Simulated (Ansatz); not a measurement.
# Zr2NF2 MXene monolayer in a perpendicular field, part 2 of 2

Wanted: the out-of-plane response of the Zr2NF2 MXene monolayer. A positive field points along +c.

Ansatz 0.2.0; plane-wave DFT, PBE-D3(BJ), Ansatz PAW.

So far. Step 2 (Relaxing the slab): The lattice constant a goes from 3.217 to 3.272 Å.

**3. Single point, field 0**

A sawtooth potential applies the field, turning back in the middle of the vacuum. With the dipole correction the typed value is the field outside the slab. The induced dipole is small, so the SCF threshold is tight.

The cell differs from the one that the last finished run ended in (c 40.384 → 22.997 Å).

Input file input.yaml:

```yaml
crystal:
  lattice:
    - [3.272490919, 0.0, 0.0]
    - [-1.6362454595, 2.8340602695, 0.0]
    - [0.0, 0.0, 22.9974080439]
  atoms:
    - { symbol: F, position: [0.3333333333, 0.6666666667, 0.3913484503] }
    - { symbol: Zr, position: [0.6666666667, 0.3333333333, 0.4492939918] }
    - { symbol: "N", position: [0.0, 0.0, 0.5] }
    - { symbol: Zr, position: [0.3333333333, 0.6666666667, 0.5507060082] }
    - { symbol: F, position: [0.6666666667, 0.3333333333, 0.6086515497] }
kpoints:
  mp_grid: { grid: [18, 18, 1] }
  band_path:
    path: [[0, 0, 0], [0.5, 0, 0], [0.33333333, 0.33333333, 0], [0, 0, 0]]
    npoints: 16
hamiltonian:
  xc: pbe
  dispersion: d3bj
scf:
  occupations: { method: fermi_dirac, width: 0.02585 }
  convergence: { dr2_threshold: 1.0e-10 }
efield:
  axis: 3
  dipole_correction: true
  ramp_position: 0.97
  ramp_width: 0.06
  amplitude: 0
output:
  dos: { projected: true, e_range: [-6, 5] }
  write_potential: true
  write_density: true
  volumetric_format: npy
  elf: true
```

The run is started by

```console
$ ansatz run input.yaml --threads 2 --pin off --max-ram 3072MiB --backend cpu --events-out ev --progress --plain --runs-dir out
```

Numbers of over 12 decimals in the logs are rounded to 6 here.

Log:

```text
[...]
Crystal: 5 atoms, lattice volume = 213.288 Å³
Basis set: ecut = 420 eV, 4229 PW (Γ)
Bands: 27, of which v1, the nominal top of the filled ones, is band 22 counted from 1 (21 counted from 0)
Symmetry: 6 space group operations
k-points: 37 of 324 (time reversal used)
[...]
SCF iter   1: F=—  HF=-10376.207093 eV  |F-HF|=—  |Δ(HF+E_count)|=         —  Δρ=2.71e-3  dr2=1.32e-2  ethr=1.77e-3  p=0.000 e·Å  D=7.32e-14 V/Å  ΔV_dip=-0.00 eV  dr2_dipole=1.12e-8  V_vac-E_F(+/−)=3.39/3.39 eV  ⟨swp⟩=8.6  Hψ=5241  notcnv=0
efield: sawtooth ramp at fractional position 0.9700 (set: `efield.ramp_position`, or a place that a band, a saddle search or an elastic batch's reference lends), width 0.0600; the density the first Hamiltonian is built on has a dipole p = 0.000 e·Å; the dipole correction subtracts the counter field D = 7.32e-14 V/Å, which shifts the + side's vacuum level by -0.00 eV against the − side's; the planar-averaged density in the ramp window peaks in size at 1.2e-5 e/Å³
[...]
SCF iter   2: F=—  HF=-10376.207481 eV  |F-HF|=—  |Δ(HF+E_count)|=   3.88e-4  Δρ=1.93e-3  dr2=5.29e-3  ethr=3.06e-5  p=-0.000 e·Å  D=-1.33e-5 V/Å  ΔV_dip=0.00 eV  dr2_dipole=8.06e-9  V_vac-E_F(+/−)=3.55/3.55 eV  ⟨swp⟩=3.5  Hψ=2647  notcnv=0  defer=31
[...]
SCF iter   9: F=-10376.206105 eV  HF=-10376.206105 eV  |F-HF|=2.73e-11  |Δ(HF+E_count)|=  3.00e-10  Δρ=1.07e-7  dr2=2.26e-11  ethr=1.00e-12  p=-0.000 e·Å  D=-1.61e-8 V/Å  ΔV_dip=0.00 eV  dr2_dipole=5.92e-15  V_vac-E_F(+/−)=3.59/3.59 eV  ⟨swp⟩=7.9  Hψ=3074  notcnv=0
SCF 1 converged in 9 iterations: F = -10376.206105 eV  dr2 = 2.26e-11
[...]
NSCF: frozen V_eff on 49 k-points
efield: sawtooth ramp at fractional position 0.9700 (kept from the solve that this one continues, or follows in the run), width 0.0600; the density the first Hamiltonian is built on has a dipole p = -0.000 e·Å; the dipole correction subtracts the counter field D = -1.61e-8 V/Å, which shifts the + side's vacuum level by +0.00 eV against the − side's; the planar-averaged density in the ramp window peaks in size at 6.1e-7 e/Å³
[...]
SCF converged after 9 iterations
Free energy (F): -10376.206105 eV
[...]
Internal energy: -10376.201313 eV  (E = F + TS)
E sigma→0 (E₀):  -10376.203709 eV
Entropy (-TS):   -0.004793 eV (-0.959 meV/atom)
Fermi energy:    1.753398 eV
Dipole field:    D = 0.000000 V/Å  (p = 0.000000 e·Å, saw-weighted, corrected)
Work function:   Φ+ = 3.5877 eV   Φ− = 3.5878 eV
Levels:          The Fermi level and band energies are counted from a zero that moves with the ramp; work functions are not
[...]
--- Band table (eV; the first three rows and the last of 37) ---
  k-point 0: bands = [... 18 lower, -3.6406, -3.6406, 1.1979, 1.1979, 1.9685, 2.9438, 2.9905, 4.0065, ... 1 higher]
  k-point 1: bands = [... 18 lower, -3.6996, -3.6517, 1.0677, 1.2613, 1.9624, 3.0812, 3.0943, 3.6992, ... 1 higher]
  k-point 2: bands = [... 18 lower, -3.8373, -3.6779, 0.7596, 1.4475, 1.9570, 3.2744, 3.3852, 3.4955, ... 1 higher]
  k-point 36: bands = [... 18 lower, -4.1052, -3.6883, 1.5760, 1.7304, 1.7304, 3.9297, 4.5473, 4.5473, ... 1 higher]
```

Elapsed: 13 s, on 2 threads of Intel Xeon Platinum 8488C (Sapphire Rapids), shared host; peak memory 0.61 GiB.

The column dr2 measures how far the density is from self-consistency, as an energy; F and HF (Harris–Foulkes) agree once it is small.

This step gave:

- energy at zero smearing: -10376.2037 eV
- work function, upper face: 3.588 eV
- dipole along the normal: 9.93e-8 e·Å

Running mean over a fixed 2.7 Å (it still follows the layers) of the planar mean; the ramp of the sawtooth is left out. Table of electron's electrostatic potential energy less the Fermi level by z:

z (Å), electron's electrostatic potential energy less the Fermi level (eV) and a bar from the least value:
```
      3.5        3.6 ##############################
      4.0        3.6 ##############################
      4.5        3.6 ##############################
      5.0        3.6 ##############################
      5.5        3.6 ##############################
      6.0        3.6 ##############################
      6.5        3.6 ##############################
      7.0        3.4 ##############################
      7.5        2.4 ############################
      8.0        0.5 #########################
      8.5       -1.8 #####################
      9.0       -5.6 ##############
      9.5       -9.2 ########
     10.0      -11.3 #####
     10.5      -12.3 ###
     11.0      -13.2 #
     11.5      -14.0 
     12.0      -13.2 #
     12.5      -12.3 ###
     13.0      -11.3 #####
     13.5       -9.2 ########
     14.0       -5.6 ##############
     14.5       -1.8 #####################
     15.0        0.5 #########################
     15.5        2.4 ############################
     16.0        3.4 ##############################
     16.5        3.6 ##############################
     17.0        3.6 ##############################
     17.5        3.6 ##############################
     18.0        3.6 ##############################
     18.5        3.6 ##############################
     19.0        3.6 ##############################
     19.5        3.6 ##############################
```

The density of states has structure finer than the step of the table below, so its rows give means over 0.2 eV, whole bins alone (the curve runs from -6 to 1.88 eV). Peaks (eV: height): -5.86: 24.5, -5.64: 9.77, -5.42: 16.0, 1.83: 8.43.

Table of density of states by energy, zero at the Fermi level; means over each step:

| energy (eV) | density of states (states/eV a cell) |
| --- | --- |
| -5.8 | 11.8 |
| -5.6 | 7.01 |
| -5.4 | 9.26 |
| -5.2 | 0 |
| -5.0 | 0 |
| -4.8 | 0 |
| -4.6 | 0 |
| -4.4 | 0 |
| -4.2 | 0 |
| -4.0 | 0 |
| -3.8 | 0 |
| -3.6 | 0 |
| -3.4 | 0 |
| -3.2 | 0 |
| -3.0 | 0 |
| -2.8 | 0.360 |
| -2.6 | 0.864 |
| -2.4 | 0.934 |
| -2.2 | 0.964 |
| -2.0 | 1.04 |
| -1.8 | 1.14 |
| -1.6 | 1.52 |
| -1.4 | 1.23 |
| -1.2 | 0.724 |
| -1.0 | 0.540 |
| -0.8 | 0.636 |
| -0.6 | 1.35 |
| -0.4 | 1.81 |
| -0.2 | 1.21 |
| 0.0 | 1.21 |
| 0.2 | 1.34 |
| 0.4 | 1.34 |
| 0.6 | 1.17 |
| 0.8 | 1.14 |
| 1.0 | 1.07 |
| 1.2 | 1.20 |
| 1.4 | 1.85 |
| 1.6 | 3.95 |

Projected DOS per atom over height of the atomic layer and energy from the Fermi level. Layers: F Zr N Zr F from below.

Ten even steps from '0' (0.00 states/eV) to '9' (5.35 states/eV), each cell a mean:
```
04040
01010
00000
00000
01010
00000
01010
00000
00000
01010
00000
00000
00000
00000
00000
00000
00000
00000
00000
00000
02920
11711
```
Columns: height of the atomic layer (Å) from 9 to 14.0 (not evenly spaced); rows upwards: energy from the Fermi level (eV) from -5.96 to 1.87.

Electronic bands along the path, in eV, zero at the Fermi level:

```csv
point,band 18,band 19,band 20,band 21,band 22,band 23,band 24,band 25
Γ,-5.79,-5.39,-5.39,-0.56,-0.56,0.22,1.19,1.24
halfway,-5.82,-5.62,-5.46,-1.94,0.39,0.61,1.61,1.90
M,-5.87,-5.33,-5.32,-2.81,1.64,2.02,2.33,2.62
halfway,-5.87,-5.66,-5.39,-1.97,1.01,1.26,1.93,2.82
K,-5.86,-5.86,-5.44,-0.18,-0.02,-0.02,2.18,2.79
halfway,-5.79,-5.69,-5.55,-1.49,-0.76,1.69,1.94,1.99
Γ,-5.79,-5.39,-5.39,-0.56,-0.56,0.22,1.19,1.24
```

Electrostatic potential energy in the ca plane at fractional y = 0.333, with atoms of Zr and F within 0.2 Å of it. With pseudopotentials it is smooth inside the atoms' cores, unlike the true potential.

Values in eV, 5 rows by 16 columns, each cell a mean:
```
  5   5   5   5   5   5   5  -1 -30 -19  -1  -2 -12   4   5   5
  5   5   5   5   5   5   4  -5 -43 -33   0  -3 -41   1   5   5
  5   5   5   5   5   5   5  -2 -31 -20  -1  -2 -13   4   5   5
  5   5   5   5   5   5   5   2  -4  -2  -6 -10   1   5   5   5
  5   5   5   5   5   5   5   2  -3  -2  -6 -10   1   5   5   5
```
Columns run along c (16.0 Å, from fractional 0.07 to 0.77 of the cell; values clipped at the 3rd and 97th percentile), rows up along a (3.3 Å). Atoms in or near the plane, at fractional coordinates: Zr at (0.45, 0.67), F at (0.61, 0.67).

Valence density in the ca plane at fractional y = 0.333, with atoms of Zr and F within 0.2 Å of it. It is the smooth field of the valence electrons, not physical close to the nuclei.

Values in units of 1e0 e/Å³, 5 rows by 16 columns, each cell a mean:
```
0.0 0.0 0.0 0.0 0.0 0.0 0.3 2.1 0.7 0.2 0.5 1.6 0.1 0.0 0.0 0.0
0.0 0.0 0.0 0.0 0.0 0.0 0.6 3.7 1.5 0.2 1.5 7.1 0.2 0.0 0.0 0.0
0.0 0.0 0.0 0.0 0.0 0.0 0.3 2.2 0.7 0.2 0.5 1.7 0.1 0.0 0.0 0.0
0.0 0.0 0.0 0.0 0.0 0.1 0.2 0.3 0.4 0.5 0.3 0.1 0.0 0.0 0.0 0.0
0.0 0.0 0.0 0.0 0.0 0.1 0.2 0.2 0.4 0.5 0.3 0.1 0.0 0.0 0.0 0.0
```
Columns run along c (16.0 Å, from fractional 0.13 to 0.82 of the cell), rows up along a (3.3 Å). Atoms in or near the plane, at fractional coordinates: Zr at (0.45, 0.67), F at (0.61, 0.67).

ELF in the ca plane at fractional y = 0.333, with atoms of Zr and F within 0.2 Å of it. It is the smooth field of the valence electrons, not physical close to the nuclei.

Ten even steps from '0' (0.00) to '9' (0.80), each cell a mean:
```
00000000000000000001114775233211278752000000
00000000000000000000039879523312799984100000
00000000000000000000059538723313887995200000
00000000000000000000038988523212799984100000
00000000000000000011113664233211267742000000
00000000000000000124531122553233111110000000
00000000000000000135641124663245200000000000
00000000000000000124421122453233112210000000
```
Columns run along c (16.0 Å, from fractional 0.07 to 0.77 of the cell), rows up along a (3.3 Å). Atoms in or near the plane, at fractional coordinates: Zr at (0.45, 0.67), F at (0.61, 0.67).

The work function of the upper face is 3.59 eV.

**4. Atoms held, field 0.1 V/Å**

input.yaml, as its differences from that of step 3:

```diff
@@ -27,5 +27,4 @@
   ramp_width: 0.06
-  amplitude: 0
+  amplitude: 0.1
 output:
-  dos: { projected: true, e_range: [-6, 5] }
   write_potential: true
@@ -33,2 +32 @@
   volumetric_format: npy
-  elf: true
```

Log:

```text
[...]
Crystal: 5 atoms, lattice volume = 213.288 Å³
Basis set: ecut = 420 eV, 4229 PW (Γ)
Bands: 27, of which v1, the nominal top of the filled ones, is band 22 counted from 1 (21 counted from 0)
Symmetry: 6 space group operations
k-points: 37 of 324 (time reversal used)
[...]
k-point 0: bands = [... 18 lower, -3.6407, -3.6407, 1.1978, 1.1978, 1.9682, 2.9266, 3.0027, 4.0063, ... 1 higher]
  k-point 1: bands = [... 18 lower, -3.6997, -3.6517, 1.0675, 1.2611, 1.9621, 3.0522, 3.1176, 3.6989, ... 1 higher]
  k-point 2: bands = [... 18 lower, -3.8373, -3.6779, 0.7594, 1.4473, 1.9567, 3.2639, 3.3816, 3.5038, ... 1 higher]
  k-point 36: bands = [... 18 lower, -4.1027, -3.6885, 1.5758, 1.7295, 1.7310, 3.9295, 4.5427, 4.5514, ... 1 higher]
[key lines of the parts left out:]
SCF converged after 12 iterations
Free energy (F): -10376.207445 eV
Fermi energy:    1.753198 eV
Dipole field:    D = 0.022728 V/Å  (p = 0.026790 e·Å, saw-weighted, corrected)
```

It took 14 s on 2 threads; peak memory 0.61 GiB; 28 s of CPU time.

The dipole is 0.0268 e·Å.

**5. Single point, field -0.1 V/Å**

input.yaml, as its differences from that of step 4:

```diff
@@ -27,3 +27,3 @@
   ramp_width: 0.06
-  amplitude: 0.1
+  amplitude: -0.1
 output:
```

Log:

```text
[...]
Crystal: 5 atoms, lattice volume = 213.288 Å³
Basis set: ecut = 420 eV, 4229 PW (Γ)
Bands: 27, of which v1, the nominal top of the filled ones, is band 22 counted from 1 (21 counted from 0)
Symmetry: 6 space group operations
k-points: 37 of 324 (time reversal used)
[...]
k-point 0: bands = [... 18 lower, -3.6407, -3.6407, 1.1978, 1.1978, 1.9682, 2.9266, 3.0027, 4.0063, ... 1 higher]
  k-point 1: bands = [... 18 lower, -3.6997, -3.6517, 1.0675, 1.2611, 1.9621, 3.0522, 3.1176, 3.6989, ... 1 higher]
  k-point 2: bands = [... 18 lower, -3.8373, -3.6779, 0.7594, 1.4473, 1.9567, 3.2639, 3.3816, 3.5038, ... 1 higher]
  k-point 36: bands = [... 18 lower, -4.1027, -3.6885, 1.5758, 1.7295, 1.7310, 3.9295, 4.5427, 4.5514, ... 1 higher]
[key lines of the parts left out:]
SCF converged after 12 iterations
Free energy (F): -10376.207445 eV
Fermi energy:    1.753198 eV
Dipole field:    D = -0.022728 V/Å  (p = -0.026790 e·Å, saw-weighted, corrected)
```

Elapsed: 17 s, on 2 threads; peak memory 0.6 GiB; 33 s of CPU time.

The dipole is -0.0268 e·Å.

**6. Response, atoms held**

This step: plane-wave DFT, PBE-D3(BJ), Ansatz PAW; response to a field along the normal, atoms held (Ansatz 0.2.0).

The dipoles give the slope, and the difference of two potentials shows where the field is screened.

Numbers from this step:

```
equivalent conductor thickness p/(ε₀AE) : 5.227 Å
distance between the outer atoms        : 4.997 Å
```

Dipole of the cell against applied field:

| applied field (V/Å) | dipole of the cell (e·Å) |
| --- | --- |
| -0.1000 | -0.0268 |
| 0.0000 | 9.9e-8 |
| 0.1000 | 0.0268 |

Local field over the applied field, running mean. From the potentials at -0.1 and 0.1 V/Å; running mean over 2.5 Å. The local field over applied field by z:

z (Å), local field over applied field and a bar:
```
      4.5      1.000 ##############################
      5.0      1.000 ##############################
      5.5      0.999 ##############################
      6.0      0.996 ##############################
      6.5      0.986 ##############################
      7.0      0.952 #############################
      7.5      0.873 ##########################
      8.0      0.757 #######################
      8.5      0.614 ##################
      9.0      0.461 ##############
      9.5      0.307 #########
     10.0      0.185 #####
     10.5      0.094 ##
     11.0      0.038 #
     11.5      0.014 
     12.0      0.039 #
     12.5      0.095 ##
     13.0      0.185 #####
     13.5      0.308 #########
     14.0      0.462 ##############
     14.5      0.615 ##################
     15.0      0.757 #######################
     15.5      0.874 ##########################
     16.0      0.953 #############################
     16.5      0.986 ##############################
     17.0      0.996 ##############################
     17.5      0.999 ##############################
     18.0      1.000 ##############################
     18.5      1.000 ##############################
```

The induced electron density oscillates, so the rows of the table below give means over windows of 0.5 Å about each position, cut where the curve ends. Its maxima inside the range that stand out by 2 % of the span (Å: e/Å³ per V/Å): 8.48: 0.00307, 9.20: 0.00203, 10.21: 0.00152, 13.37: -8.1e-4, 14.09: -0.00143. Its minima: 8.91: 0.00143, 9.63: 8.1e-4, 12.79: -0.00152, 13.80: -0.00203, 14.52: -0.00307.

Electrons, planar mean, per unit field. Induced electron density against z; means over each step:

```
z (Å)  induced electron density (e/Å³ per V/Å)
  4.5                                   2.0e-7
  5.0                                   8.1e-7
  5.5                                   3.2e-6
  6.0                                   1.4e-5
  6.5                                   5.4e-5
  7.0                                   2.1e-4
  7.5                                   7.0e-4
  8.0                                  0.00198
  8.5                                  0.00269
  9.0                                  0.00175
  9.5                                  0.00111
 10.0                                  0.00121
 10.5                                  0.00113
 11.0                                   5.7e-4
 11.5                                  -1.7e-6
 12.0                                  -5.7e-4
 12.5                                 -0.00114
 13.0                                 -0.00120
 13.5                                 -0.00112
 14.0                                 -0.00175
 14.5                                 -0.00269
 15.0                                 -0.00197
 15.5                                  -7.0e-4
 16.0                                  -2.1e-4
 16.5                                  -5.3e-5
 17.0                                  -1.4e-5
 17.5                                  -3.2e-6
 18.0                                  -8.1e-7
 18.5                                  -2.0e-7
```

By hand: between -0.1 and 0.1 V/Å the dipole changes by 0.05358 e·Å, a slope of 0.2679 e·Å²/V. A perfect conductor of thickness t has p = ε₀AEt, so t = 180.95 × 0.2679 / 9.274 = 5.23 Å (e/ε₀ = 180.95 V·Å, A in Å²).

The induced dipole is that of a conductor 5.23 Å thick.

**7. Results**

| Property | Result |
| --- | --- |
| gap without field | none |
| work function, upper face | 3.59 eV |
| equivalent conductor thickness, atoms held | 5.23 Å |

The induced dipole equals that of a perfect conductor 5.23 Å thick, while the outer atoms lie 5.00 Å apart. There is no gap over 0.03 eV, with or without the field. The first relaxation ran with spin and lost its moment, and the later runs have none; other magnetic states were not tried. Spin-orbit coupling is left out. The MXene's terminations sit over the metal atoms of its far layer; the site over carbon or nitrogen, which some compounds prefer, was not run.

[Logs are printed without paths, hosts, clocks, repeated set-up lines and the standing remarks that a program may print on its own settings, such as how far it seeks lower states.]

[Hosts, paths, dates, database ids (printed as entryN), source tags and the programs' standing remarks are cut or masked in the printed files.]

[Maps of the electrostatic potential energy from Ansatz leave out the sawtooth potential of an applied field or a dipole correction, so their vacuum need not be flat; planar profiles and work functions include it.]

[The density of states shown here was stored with 400 of the rows of the run's finer table, so its peaks can read low, often by over a quarter, or be missed, and its means over a window can be off by a tenth or more.]
